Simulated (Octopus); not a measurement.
# ZnO (zincite) (P6_3mc) in Octopus: reference runs

How does ZnO (zincite) come out in PBE? The cell is run as given.

Program: Octopus 16.4. These are calculated values, not measurements. Logs are shortened: lines on timing, memory, paths and dates and some standing lists are left out, and cuts for length are marked.

**The experiment to reproduce.**

From “Electronic structure of alkaline earth and post-transition metal oxides”, 2009, arxiv:0908.1581, for a bulk crystal of ZnO: band gap 3.37 eV.

The runs below are set against these values where they give the same quantity.

## Step 1: The structure

The structure is hexagonal, space group P6_3mc (No. 186). Conventional cell: a = 3.249 Å, b = 3.249 Å, c = 5.206 Å, α = 90.00°, β = 90.00°, γ = 120.00°. Zn (site symmetry 3m) has 4 O at 1.97 to 1.98 Å as nearest neighbours. Around O (site symmetry 3m) lie 4 Zn at 1.97 to 1.98 Å.

## Step 2: Single point, PBE

Input file inp:

```
CalculationMode = gs
UnitsOutput = eV_Angstrom
PeriodicDimensions = 3
ExperimentalFeatures = yes
PseudopotentialSet = pseudodojo_pbe
%LatticeParameters
 1*angstrom | 1*angstrom | 1*angstrom
%
%LatticeVectors
 3.249308 | 0 | 0
 -1.624654 | 2.8139832727 | 0
 0 | 0 | 5.205709
%
%ReducedCoordinates
 "Zn" | 0.6666666667 | 0.3333333333 | 0
 "Zn" | 0.3333333333 | 0.6666666667 | 0.5
 "O" | 0.3333333333 | 0.6666666667 | 0.87901
 "O" | 0.6666666667 | 0.3333333333 | 0.37901
%
%Spacing
 0.12497338*angstrom | 0.12497338*angstrom | 0.12394545*angstrom
%
DerivativesOrder = 8
%KPointsGrid
 9 | 9 | 5
%
KPointsUseSymmetries = yes
XCFunctional = gga_x_pbe + gga_c_pbe
SmearingFunction = fermi_dirac
Smearing = 0.05*eV
ExtraStates = 8
Eigensolver = chebyshev_filter
ConvRelDens = 3e-7
MaximumIter = 120
%Output
 density | cube
 elf | cube
 potential | cube
%
```

Potentials or basis: pseudodojo_pbe (PseudoDojo 0.5, PBE).

Command:

```sh
> OMP_NUM_THREADS=1 octopus > out.log
```

out.log:

```text
Running octopus

Version                : 16.4
Optional libraries     :

************************** Calculation Mode **************************
Input: [CalculationMode = gs]
**********************************************************************

Input: [SpinComponents = unpolarized]

******************************* Space ********************************
Octopus will run in 3 dimension(s).
Octopus will treat the system as periodic in 3 dimension(s).
**********************************************************************

Input: [AllElectronType = no]
Input: [PseudopotentialSet = pseudodojo_pbe]
Reading Coordinates from ReducedCoordinates block

****************************** Species *******************************
  Species 'Zn'
    type             : pseudopotential
    file             : 'Zn.upf'
    file format      : UPF2
    valence charge   : 20.0
    atomic number    :  30
    form on file     : kleinman-bylander
    lmax             : 2
    llocal           : -1
    projectors per l : 2
    total projectors : 6
    application form : kleinman-bylander
    orbitals         : 10
    bound orbitals   : 10

  Species 'O'
    type             : pseudopotential
    file             : 'O.upf'
    file format      : UPF2
    valence charge   : 6.0
    atomic number    :   8
    form on file     : kleinman-bylander
    lmax             : 2
    llocal           : -1
    projectors per l : 2
    total projectors : 6
    application form : kleinman-bylander
    orbitals         :  4
    bound orbitals   :  4

**********************************************************************

***************************** Symmetries *****************************
Space group No.  186
International: P6_3mc
Schoenflies: C6v^4
Info: The system has     6 symmorphic symmetries that can be used.
  Index                Rotation matrix                      Fractional translations
    1 :     1   0   0     0   1   0     0   0   1      0.000000    0.000000    0.000000
    2 :     0   1   0    -1  -1   0     0   0   1      0.000000    0.000000    0.000000
    3 :    -1  -1   0     1   0   0     0   0   1      0.000000    0.000000    0.000000
    4 :     1   1   0     0  -1   0     0   0   1      0.000000    0.000000    0.000000
    5 :     0  -1   0    -1   0   0     0   0   1      0.000000    0.000000    0.000000
    6 :    -1   0   0     1   1   0     0   0   1      0.000000    0.000000    0.000000
Info: The system also has     6 nonsymmorphic symmetries (not used for electrons).
    1 :     1   1   0    -1   0   0     0   0   1     -0.000000   -0.000000   -0.500000
    2 :    -1   0   0     0  -1   0     0   0   1     -0.000000   -0.000000   -0.500000
    3 :     0  -1   0     1   1   0     0   0   1      0.000000   -0.000000   -0.500000
    4 :     0   1   0     1   0   0     0   0   1      0.000000   -0.000000   -0.500000
    5 :     1   0   0    -1  -1   0     0   0   1     -0.000000   -0.000000   -0.500000
    6 :    -1  -1   0     0   1   0     0   0   1     -0.000000   -0.000000   -0.500000
**********************************************************************

Input: [CurvMethod = curv_affine]
Input: [DerivativesStencil = stencil_stargeneral]

****************************** Lattice *******************************
  Lattice Vectors [A]
    3.249308    0.000000    0.000000
   -1.624654    2.813983    0.000000
    0.000000    0.000000    5.205709
  Cell volume =            47.5984 [A^3]
  Reciprocal-Lattice Vectors [A^-1]
    1.933700    1.116422   -0.000000
[... 159 lines left out ...]

**************************** Eigensolver *****************************
Input: [Eigensolver = chebyshev_filter]
Input: [SubspaceDiagonalization = standard]
**********************************************************************

Input: [MixField = potential] (what to mix during SCF cycles)
Input: [MixingScheme = broyden]
Info: Mixing uses    4 steps and restarts after   20 steps.
Input: [LCAOStart = lcao_states]
Input: [LCAOScaleFactor = 1.000]
Input: [LCAOMaximumOrbitalRadius = 10.58 A]

** Warning:
**   Cannot do LCAO for all states because there are not enough atomic orbitals.
**   Required: 34. Available: 28. 6 orbitals will be randomized.

Info: Unnormalized total charge =     52.002024
Info: Renormalized total charge =     52.000000

** Warning:
**   Symmetrization discrepancy ratio (scalar) =  7.66658E-06

Info: Setting up Hamiltonian.
Info: Performing initial LCAO calculation with     28 orbitals.
Info: Getting Hamiltonian matrix elements.

Eigenvalues [eV]
 #st  Spin   Eigenvalue      Occupation
#k =       1, k = (  0.000000,  0.000000,  0.000000)
   1   --  -123.818809       2.000000
   2   --  -123.818676       2.000000
   3   --   -78.022927       2.000000
   4   --   -78.019832       2.000000
   5   --   -78.019410       2.000000
   6   --   -78.019146       2.000000
[... 20 lines left out ...]
  27   --    -0.717734       2.000000
  28   --     4.609418       2.000000
#k =       2, k = (  0.111111,  0.000000,  0.000000)
   1   --  -123.794512       2.000000
   2   --  -123.794468       2.000000
   3   --   -78.019996       2.000000
   4   --   -78.015920       2.000000
   5   --   -78.014739       2.000000
   6   --   -78.014184       2.000000
[... 20 lines left out ...]
  27   --    -0.063871       2.000000
  28   --     4.991075       2.000000
[... 48 further k-points ...]
Fermi energy =     8.053683 eV
Generating random wavefunctions for states       29 and above
Orthogonalizing wavefunctions.
Info: Ground-state restart information will be written to 'restart/gs'.
Info: SCF using complex wavefunctions.
Info: Starting SCF iteration.

** Warning:
**   Symmetrization discrepancy ratio (scalar) =  1.27860E-02

*********************** SCF CYCLE ITER #    1 ************************
 etot  = -1.22950632E+04 abs_ev   =  1.82E+02 rel_ev   =  1.08E-01
 ediff =        4.52E+02 abs_dens =  3.74E+00 rel_dens =  7.19E-02
Matrix vector products: 1250
Converged eigenvectors: 0

#  State  KPoint  Eigenvalue [eV]  Occupation    Error
      1       1     -123.819873    2.000000   ( 5.4E-08)
      1       2     -123.819856    2.000000   ( 7.2E-06)
      1       3     -123.819855    2.000000   ( 4.3E-06)
      1       6     -123.819840    2.000000   ( 7.7E-06)
      1       5     -123.819840    2.000000   ( 7.7E-06)
      1       4     -123.819827    2.000000   ( 8.4E-06)
      1       8     -123.819814    2.000000   ( 7.9E-06)
      1       7     -123.819812    2.000000   ( 7.7E-06)
[... 23 lines left out ...]
     34       9       17.377337    0.000000   ( 1.3E-01)
     34      20       17.465749    0.000000   ( 1.5E-01)
     34      13       17.468563    0.000000   ( 1.2E-01)
     34      30       17.485320    0.000000   ( 1.8E-01)
     34       2       17.772169    0.000000   ( 1.6E-01)
     34       6       17.879741    0.000000   ( 1.7E-01)
     34      32       18.286230    0.000000   ( 1.5E-01)
     34      22       18.339973    0.000000   ( 1.9E-01)

Density of states:

----------------------------------------------------------%-----------
----------------------------------------------------------%-----------
----------------------------------------------------------%-----------
----------------------%-----------------------------------%-----------
----------------------%-----------------------------------%-----------
----------------------%-----------------------------------%-----------
----------------------%---------------------------------%-%-----------
----------------------%---------------------------------%%%-----------
%---------------------%---------------------------%-----%%%----%--%---
%---------------------%---------------------------%-----%%%%--%%%%%%%-
                                                           ^

Fermi energy =    -1.688778 eV

**********************************************************************

*********************** SCF CYCLE ITER #    2 ************************
 etot  = -1.22943489E+04 abs_ev   =  5.19E+00 rel_ev   =  3.08E-03
 ediff =        2.62E-02 abs_dens =  1.94E+00 rel_dens =  3.72E-02
Matrix vector products: 1250
Converged eigenvectors: 0
[... 139 lines left out ...]
*********************** SCF CYCLE ITER #   14 ************************
 etot  = -1.22780524E+04 abs_ev   =  3.01E-04 rel_ev   =  1.79E-07
 ediff =        8.95E-06 abs_dens =  4.32E-06 rel_dens =  8.31E-08
Matrix vector products: 1250
Converged eigenvectors: 0

#  State  KPoint  Eigenvalue [eV]  Occupation    Error
      1       1     -124.568274    2.000000   ( 3.7E-07)
      1       2     -124.568259    2.000000   ( 3.7E-07)
      1       3     -124.568258    2.000000   ( 3.7E-07)
      1       5     -124.568243    2.000000   ( 3.7E-07)
      1       6     -124.568243    2.000000   ( 3.7E-07)
      1       4     -124.568231    2.000000   ( 5.5E-07)
      1       8     -124.568218    2.000000   ( 3.7E-07)
      1       7     -124.568217    2.000000   ( 3.6E-07)
[... 23 lines left out ...]
     34       8       13.706403    0.000000   ( 3.1E-02)
     33      50       13.787306    0.000000   ( 1.1E-02)
     34      18       13.789780    0.000000   ( 2.0E-02)
     34      43       13.978631    0.000000   ( 1.9E-02)
     34      42       14.055444    0.000000   ( 2.1E-02)
     34       4       14.203352    0.000000   ( 2.5E-02)
     34      22       14.356538    0.000000   ( 2.3E-02)
     34      50       14.837249    0.000000   ( 2.2E-02)

Density of states:

-----------------------------------------------------------%----------
-----------------------%-----------------------------------%----------
-----------------------%-----------------------------------%----------
-----------------------%-----------------------------------%----------
-----------------------%----------------------------------%%----------
-----------------------%----------------------------------%%----------
-----------------------%----------------------------------%%%---------
%----------------------%----------------------------------%%%%---%--%-
%----------------------%-----------------------------%----%%%%--%%%%%-
%----------------------%----------------------------%%----%%%%-%%%%%%-
                                                             ^

Fermi energy =    -0.648756 eV

**********************************************************************

Info: SCF converged in   14 iterations

** Warning:
**   Some of the states are not fully converged!

Info: Number of matrix-vector products:      17500
Info: Writing output to static/

Info: Finished writing information to 'restart/gs'.

Octopus emitted 19 warnings.
```

Wall time 15 min (1 thread of Arm Neoverse V1, shared host); peak memory 2.2 GiB.

Results:

```
Free energy            : -12278.0526 eV
Largest force          : 0.075 eV/Å
Band gap on the k mesh : 0.87 eV, direct
```

Forces in eV/Å, atoms in the order of the input:
```
Zn   0.000  0.000 -0.075
Zn   0.000  0.000 -0.075
O    0.000  0.000  0.075
O    0.000  0.000  0.075
```

Levels at points of the mesh, in eV from the valence-band top:
```tsv
k point	band 22	band 23	band 24	band 25	band 26	band 27	band 28	band 29	band 30	band 31
(0.00, 0.00, 0.00)	-0.80	-0.80	-0.07	0.00	0.00	0.87	5.29	8.30	12.93	12.94
```

## Step 3: How close it comes

Step 2. Measured gap of ZnO: 3.37 eV (quoted in “Electronic structure of alkaline earth and post-transition metal oxides”, 2009, arxiv:0908.1581). This calculation gives 0.87 eV (-2.50 eV). So large a miss can be the level of theory's own, or it may mean another phase, state or a wrong row. The value is that of PBE, without temperature or zero-point motion. Semilocal functionals fall short of measured gaps as a rule.
